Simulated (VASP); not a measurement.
# ZnS (Wurtzite-2H) (P6_3mc) in VASP: notebook

One crystal, ZnS (Wurtzite-2H), is run at these levels: PBE; tasks: dielectric tensor.

Everything below comes from runs of VASP 6.6.1. Logs are shortened: lines on timing, memory, paths and dates and some standing lists are left out, and cuts for length are marked.

## (1) Starting point

The structure is hexagonal, space group P6_3mc (No. 186). Conventional cell: a = 3.811 Å, b = 3.811 Å, c = 6.234 Å, α = 90.00°, β = 90.00°, γ = 120.00°. Zn (site symmetry 3m) has 4 S at 2.31 to 2.40 Å as nearest neighbours. S (site symmetry 3m) has 4 Zn at 2.31 to 2.40 Å as nearest neighbours.

## (2) Dielectric tensor, PBE

The input, INCAR:

```
PREC = Accurate
ENCUT = 500
EDIFF = 1E-8
ISMEAR = 0
SIGMA = 0.01
LREAL = F
LASPH = T
NELM = 100
ALGO = Normal
ISIF = 2
LWAVE = F
LCHARG = F
GGA = PE
LEPSILON = T
```

The input, KPOINTS:

```
Automatic mesh
0
Gamma
  8 8 4
```

The input, POSCAR:

```
ZnS
1.0
    3.8110000000      0.0000000000      0.0000000000
   -1.9055000000      3.3004228138      0.0000000000
    0.0000000000      0.0000000000      6.2340000000
Zn S
2 2
Direct
    0.6666666667      0.3333333333      0.5000000000
    0.3333333333      0.6666666667      0.0000000000
    0.6666666667      0.3333333333      0.8850000000
    0.3333333333      0.6666666667      0.3850000000
```

Potentials or basis: VASP PAW PBE potentials, release 64 (Zn, S).

On the command line:

```
> cat potpaw_PBE.64/Zn/POTCAR potpaw_PBE.64/S/POTCAR > POTCAR
> mpirun -np 1 vasp_std > vasp.out
```

OUTCAR:

```text
PREC = Accurate
   ENCUT = 500
   EDIFF = 1E-8
   ISMEAR = 0
   LREAL = F
   LASPH = T
   NELM = 100
   ISIF = 2
   GGA = PE
   LEPSILON = T

 Found     30 irreducible k-points:

 Following reciprocal coordinates:
            Coordinates               Weight
  0.000000  0.000000  0.000000      1.000000
  0.125000  0.000000  0.000000      6.000000
  0.250000  0.000000  0.000000      6.000000
  0.375000  0.000000  0.000000      6.000000
  0.500000  0.000000  0.000000      3.000000
  0.125000  0.125000  0.000000      6.000000
   k-points           NKPTS =     30   k-points in BZ     NKDIM =     30   number of bands    NBANDS=     22
   number of dos      NEDOS =    301   number of ions     NIONS =      4
   total plane-waves  NPLWV =  37632
   dimension x,y,z NGX =    28 NGY =   28 NGZ =   48
   dimension x,y,z NGXF=    56 NGYF=   56 NGZF=   96
   ions per type =               2   2
   NGX,Y,Z   is equivalent  to a cutoff of  12.21, 12.21, 12.80 a.u.
   NGXF,Y,Z  is equivalent  to a cutoff of  24.43, 24.43, 25.60 a.u.
 SYSTEM =  unknown system
   PREC   = accura    normal or accurate (medium, high low for compatibility)
   ISTART =      0    job   : 0-new  1-cont  2-samecut
   ICHARG =      2    charge: 1-file 2-atom 10-const
   ISPIN  =      1    spin polarized calculation?
   LNONCOLLINEAR =      F non collinear calculations
   LSORBIT =      F    spin-orbit coupling
   LASPH  =      T    aspherical Exc in radial PAW
   ENCUT  =  500.0 eV  36.75 Ry    6.06 a.u.   6.95  6.95 11.37*2*pi/ulx,y,z
   NELM   =    100;   NELMIN=  2; NELMDL= -5     # of ELM steps
   EDIFF  = 0.1E-07   stopping-criterion for ELM
   LREAL  =      F    real-space projection
   EDIFFG = 0.1E-06   stopping-criterion for IOM
   NSW    =      0    number of steps for IOM
   IBRION =     -1    ionic relax: 0-MD 1-quasi-New 2-CG
   NFREE  =      0    steps in history (QN), initial steepest desc. (CG)
   ISIF   =      2    stress and relaxation
   ISYM   =      2    0-nonsym 1-usesym 2-fastsym
   POTIM  = 0.5000    time-step for ionic-motion
   TEBEG  =    0.0;   TEEND  =   0.0 temperature during run
   PSTRESS=    0.0 pullay stress
   NELECT =      36.0000    total number of electrons
   NUPDOWN=      -1.0000    fix difference up-down
   EMIN   =  10.00;   EMAX   =-10.00  energy-range for DOS
   EFERMI =   0.00;   METHOD = LEGACY
   ISMEAR =     0;   SIGMA  =   0.01  broadening in eV -4-tet -1-fermi 0-gaus
   EFERMI_NEDOS =   21; number of points for ismear=-14 and -15
   IALGO  =     38    algorithm
   IMIX   =      4    mixing-type and parameters
     AMIX     =   0.40;   BMIX     =  1.00
     AMIX_MAG =   1.60;   BMIX_MAG =  1.00
  volume/ion in A,a.u.               =      19.60       132.29
  Fermi-wavevector in a.u.,A,eV,Ry     =   1.262943  2.386617 21.701647  1.595026
  Thomas-Fermi vector in A             =   2.396326
   LORBIT       =      0    0 simple, 1 ext, 2 COOP (PROOUT), +10 PAW based schemes
[... 205 lines left out ...]
  free  energy   TOTEN  =       -13.6534842245 eV

  energy  without entropy=      -13.6534842245  energy(sigma->0) =      -13.65348422

 HEAD OF MICROSCOPIC STATIC DIELECTRIC TENSOR (INDEPENDENT PARTICLE, excluding Hartree and local field effects)
 ------------------------------------------------------
           6.280583     0.000000     0.000000
           0.000000     6.280583     0.000000
           0.000000     0.000000     6.315029
 ------------------------------------------------------

 Free energy of the ion-electron system (eV)
  ---------------------------------------------------
  ---------------------------------------------------
  free energy    TOTEN  =        -1.14128990 eV

  energy without entropy =       -1.14128990

------------------------ aborting loop because EDIFF is reached ----------------------------------------

--------------------------------------- Ionic step        2  -------------------------------------------

------------------------ aborting loop because EDIFF is reached ----------------------------------------

--------------------------------------- Ionic step        3  -------------------------------------------

 Free energy of the ion-electron system (eV)
  ---------------------------------------------------
  ---------------------------------------------------
  free energy    TOTEN  =        -1.15725742 eV

  energy without entropy =       -1.15725742

------------------------ aborting loop because EDIFF is reached ----------------------------------------

 PIEZOELECTRIC TENSOR FIELD DIRECTION 3  (e Angst)
 -----------------------------------------------------------------------------
     1.67091  0.00000  0.00000           ( -0.01465  0.00000  0.00000)
     0.00000  1.67091  0.00000           (  0.00000 -0.01465  0.00000)
     0.00000  0.00000 -3.99880           (  0.00000  0.00000  0.00888)

 PIEZOELECTRIC TENSOR FIELD DIRECTION 3  (C/m^2)
 -----------------------------------------------------------------------------
     0.34142  0.00000  0.00000
     0.00000  0.34142  0.00000
     0.00000  0.00000 -0.81708

 MACROSCOPIC STATIC DIELECTRIC TENSOR (including local field effects in DFT)
 ------------------------------------------------------
           5.876168    -0.000000    -0.000000
           0.000000     5.876168    -0.000000
           0.000000     0.000000     5.934078
 ------------------------------------------------------

 PIEZOELECTRIC TENSOR (including local field effects)  for field in x, y, z        (e  Angst)
          XX          YY          ZZ          XY          YZ          ZX
  --------------------------------------------------------------------------------
  x    -0.00000    -0.00000     0.00000    -0.00000     0.00000     1.66690
  y     0.00000    -0.00000     0.00000     0.00000     1.66690     0.00000
  z     1.67091     1.67091    -3.99880     0.00000     0.00000     0.00000

 PIEZOELECTRIC TENSOR (including local field effects)  for field in x, y, z        (C/m^2)
          XX          YY          ZZ          XY          YZ          ZX
  --------------------------------------------------------------------------------
  x    -0.00000    -0.00000     0.00000    -0.00000     0.00000     0.34060
  y     0.00000    -0.00000     0.00000     0.00000     0.34060     0.00000
  z     0.34142     0.34142    -0.81708     0.00000     0.00000     0.00000

 BORN EFFECTIVE CHARGES (including local field effects) (in |e|, cummulative output)
 ---------------------------------------------------------------------------------
 ion    1
    1     1.95175     0.00000     0.00000
    2     0.00000     1.95175     0.00000
    3     0.00000     0.00000     2.05568
 ion    2
    1     1.95175     0.00000     0.00000
    2     0.00000     1.95175     0.00000
    3     0.00000     0.00000     2.05568
 ion    3
    1    -1.95175     0.00000     0.00000
    2     0.00000    -1.95175     0.00000
    3     0.00000    -0.00000    -2.05568
 ion    4
    1    -1.95175     0.00000     0.00000
    2     0.00000    -1.95175     0.00000
    3     0.00000     0.00000    -2.05568
```

stdout:

```text
POSCAR found type information on POSCAR ZnS
 POSCAR found :  2 types and       4 ions
 scaLAPACK will be used
 LDA part: xc-table for (Slater+PW92), standard interpolation
 POSCAR, INCAR and KPOINTS ok, starting setup
 FFT: planning ... GRIDC
 FFT: planning ... GRID_SOFT
 FFT: planning ... GRID
 WAVECAR not read
 entering main loop
 Linear response reoptimize wavefunctions to high precision
 Linear response G [H, r] |phi>, progress :
  Direction:   1
 Linear response G [H, r] |phi>, progress :
  Direction:   2
 Linear response G [H, r] |phi>, progress :
  Direction:   3
 Linear response to external field (no local field effect), progress :
  Direction:   1
 dielectric tensor                  component  1 :     5.377    -1.821    -0.387
 Linear response to external field (no local field effect), progress :
  Direction:   2
 dielectric tensor                  component  2 :    -1.821     7.184    -0.364
 Linear response to external field (no local field effect), progress :
  Direction:   3
 dielectric tensor                  component  3 :    -0.387    -0.364     6.315
 Linear response to external field, progress :
  Direction:   1
 dielectric tensor                  component  1 :     5.876    -0.541     0.000
 Linear response to external field, progress :
  Direction:   2
 dielectric tensor                  component  2 :    -0.910     5.876     0.000
 Linear response to external field, progress :
  Direction:   3
 dielectric tensor                  component  3 :    -0.388    -0.364     5.934
 Born effective charges drift removed
```

It took 6.9 min on 1 thread of Intel Xeon Platinum 8488C (Sapphire Rapids), shared host; peak memory 0.43 GiB.

These settings aren't checked as converged: the numbers below hold their error.

What came out:

| Quantity | Value |
| --- | --- |
| Band gap on the k mesh | 2.25 eV, direct |
| Electronic dielectric tensor (diagonal) | 5.88, 5.88, 5.93 |
| Born charges (mean of the diagonal) | Zn +1.99; S -1.99 e |

## (3) Dielectric tensor, PBE

Changes to INCAR since step 2:

```diff
@@ -1,3 +1,3 @@
 PREC = Accurate
-ENCUT = 500
+ENCUT = 600
 EDIFF = 1E-8
```

KPOINTS is that of step 2.

POSCAR is that of step 2.

Potentials or basis: VASP PAW PBE potentials, release 64 (Zn, S).

On the command line:

```
> cat potpaw_PBE.64/Zn/POTCAR potpaw_PBE.64/S/POTCAR > POTCAR
> mpirun -np 1 vasp_std > vasp.out
```

OUTCAR:

```text
PREC = Accurate
   ENCUT = 600
   EDIFF = 1E-8
   ISMEAR = 0
   LREAL = F
   LASPH = T
   NELM = 100
   ISIF = 2
   GGA = PE
   LEPSILON = T

 Found     30 irreducible k-points:

 Following reciprocal coordinates:
            Coordinates               Weight
  0.000000  0.000000  0.000000      1.000000
  0.125000  0.000000  0.000000      6.000000
  0.250000  0.000000  0.000000      6.000000
  0.375000  0.000000  0.000000      6.000000
  0.500000  0.000000  0.000000      3.000000
  0.125000  0.125000  0.000000      6.000000
   k-points           NKPTS =     30   k-points in BZ     NKDIM =     30   number of bands    NBANDS=     22
   number of dos      NEDOS =    301   number of ions     NIONS =      4
   total plane-waves  NPLWV =  45000
   dimension x,y,z NGX =    30 NGY =   30 NGZ =   50
   dimension x,y,z NGXF=    60 NGYF=   60 NGZF=  100
   ions per type =               2   2
   NGX,Y,Z   is equivalent  to a cutoff of  13.09, 13.09, 13.33 a.u.
   NGXF,Y,Z  is equivalent  to a cutoff of  26.17, 26.17, 26.67 a.u.
 SYSTEM =  unknown system
   PREC   = accura    normal or accurate (medium, high low for compatibility)
   ISTART =      0    job   : 0-new  1-cont  2-samecut
   ICHARG =      2    charge: 1-file 2-atom 10-const
   ISPIN  =      1    spin polarized calculation?
   LNONCOLLINEAR =      F non collinear calculations
   LSORBIT =      F    spin-orbit coupling
   LASPH  =      T    aspherical Exc in radial PAW
[... 269 lines left out ...]
 -----------------------------------------------------------------------------
     1.67114  0.00000  0.00000           ( -0.01462  0.00000  0.00000)
     0.00000  1.67114  0.00000           (  0.00000 -0.01462  0.00000)
     0.00000  0.00000 -3.99891           (  0.00000  0.00000  0.00881)

 PIEZOELECTRIC TENSOR FIELD DIRECTION 3  (C/m^2)
 -----------------------------------------------------------------------------
     0.34147  0.00000  0.00000
     0.00000  0.34147  0.00000
     0.00000  0.00000 -0.81710

 MACROSCOPIC STATIC DIELECTRIC TENSOR (including local field effects in DFT)
 ------------------------------------------------------
           5.875828     0.000000    -0.000000
           0.000000     5.875828     0.000000
           0.000000     0.000000     5.933682
 ------------------------------------------------------

 PIEZOELECTRIC TENSOR (including local field effects)  for field in x, y, z        (e  Angst)
          XX          YY          ZZ          XY          YZ          ZX
  --------------------------------------------------------------------------------
  x    -0.00000     0.00000     0.00000     0.00000     0.00000     1.66698
  y    -0.00000     0.00000     0.00000     0.00000     1.66698     0.00000
  z     1.67114     1.67114    -3.99891     0.00000     0.00000     0.00000

 PIEZOELECTRIC TENSOR (including local field effects)  for field in x, y, z        (C/m^2)
          XX          YY          ZZ          XY          YZ          ZX
  --------------------------------------------------------------------------------
  x    -0.00000     0.00000     0.00000     0.00000     0.00000     0.34062
  y    -0.00000     0.00000     0.00000     0.00000     0.34062     0.00000
  z     0.34147     0.34147    -0.81710     0.00000     0.00000     0.00000

 BORN EFFECTIVE CHARGES (including local field effects) (in |e|, cummulative output)
 ---------------------------------------------------------------------------------
 ion    1
    1     1.95185     0.00000     0.00000
    2     0.00000     1.95185     0.00000
    3     0.00000     0.00000     2.05574
 ion    2
    1     1.95185     0.00000     0.00000
    2     0.00000     1.95185    -0.00000
    3     0.00000     0.00000     2.05574
 ion    3
    1    -1.95185     0.00000     0.00000
    2     0.00000    -1.95185    -0.00000
    3     0.00000    -0.00000    -2.05574
 ion    4
    1    -1.95185     0.00000     0.00000
    2    -0.00000    -1.95185     0.00000
    3     0.00000     0.00000    -2.05574
```

stdout:

```text
POSCAR found type information on POSCAR ZnS
 POSCAR found :  2 types and       4 ions
 scaLAPACK will be used
 LDA part: xc-table for (Slater+PW92), standard interpolation
 POSCAR, INCAR and KPOINTS ok, starting setup
 FFT: planning ... GRIDC
 FFT: planning ... GRID_SOFT
 FFT: planning ... GRID
 WAVECAR not read
 entering main loop
 Linear response reoptimize wavefunctions to high precision
 Linear response G [H, r] |phi>, progress :
  Direction:   1
 Linear response G [H, r] |phi>, progress :
  Direction:   2
 Linear response G [H, r] |phi>, progress :
  Direction:   3
 Linear response to external field (no local field effect), progress :
  Direction:   1
 dielectric tensor                  component  1 :     5.377    -1.821    -0.387
 Linear response to external field (no local field effect), progress :
  Direction:   2
 dielectric tensor                  component  2 :    -1.821     7.184    -0.364
 Linear response to external field (no local field effect), progress :
  Direction:   3
 dielectric tensor                  component  3 :    -0.387    -0.364     6.315
 Linear response to external field, progress :
  Direction:   1
 dielectric tensor                  component  1 :     5.876    -0.541     0.000
 Linear response to external field, progress :
  Direction:   2
 dielectric tensor                  component  2 :    -0.910     5.876     0.000
 Linear response to external field, progress :
  Direction:   3
 dielectric tensor                  component  3 :    -0.388    -0.364     5.934
 Born effective charges drift removed
```

It took 9.5 min on 1 thread of Intel Xeon Platinum 8488C (Sapphire Rapids), shared host; peak memory 0.49 GiB.

The run converged, but some of its settings lie outside the range that counts as converged, so its numbers aren't taken as properties of the crystal.

What came out:

```
Band gap on the k mesh                  : 2.25 eV, direct
Electronic dielectric tensor (diagonal) : 5.88, 5.88, 5.93
Born charges (mean of the diagonal)     : Zn +1.99; S -1.99 e
```
